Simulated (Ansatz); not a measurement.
Set up this calculation in Ansatz 0.2.0, as the native input.

```yaml
Task: relaxation of cell and atoms
Functional: PBEsol
Potentials_or_basis: all-electron LAPW, scalar-relativistic
Basis_error_allowed: 0.001 eV/atom
k_mesh: 11 × 11 × 11
Occupations: fermi-dirac, width 0.05 eV
Spin: no spin polarisation
```

Ti:

```
Ti
1.0
     0.00000    2.03000    2.03000
     2.03000    0.00000    2.03000
     2.03000    2.03000    0.00000
Ti
1
Direct
  0.00000 0.00000 0.00000
```

This isn't the form of Ti at room conditions, which is hcp.

These files were run (other wordings do the same):

input.yaml

```yaml
crystal:
  lattice:
    - [0.0, 2.03, 2.03]
    - [2.03, 0.0, 2.03]
    - [2.03, 2.03, 0.0]
  atoms:
    - { symbol: Ti, position: [0.0, 0.0, 0.0] }
kpoints:
  mp_grid: { grid: [11, 11, 11] }
scf:
  occupations: { method: fermi_dirac, width: 0.05 }
hamiltonian:
  xc: pbesol
  pseudopotentials: { kind: all_electron, lapw: { basis_error: 0.001 } }
output:
  forces: true
  stress: true
relax:
  f_tol: 0.01
  max_steps: 60
  cell: {}
```

Potentials or basis: all-electron LAPW, scalar-relativistic.

The run is started by

```bash
$ ansatz run input.yaml --threads 1 --pin off --max-ram 3072MiB --backend cpu --events-out ev --progress --plain --runs-dir out
```

Results of the run:

```
Relaxed volume                         : 16.65 Å³/atom
Relaxed cell                           : a = 2.866 Å, b = 2.866 Å, c = 2.866 Å, α = 60.00°, β = 60.00°, γ = 60.00°
Space group after relaxing (to 0.05 Å) : Fm-3m (No. 225)
Energy gained by relaxing              : 0.1 meV/atom
Ionic steps                            : 4
Pressure after relaxing                : 0.0 GPa
```

Run time: 7.9 s on 1 thread of Arm Neoverse V1, on a shared host, peak memory 0.21 GiB.
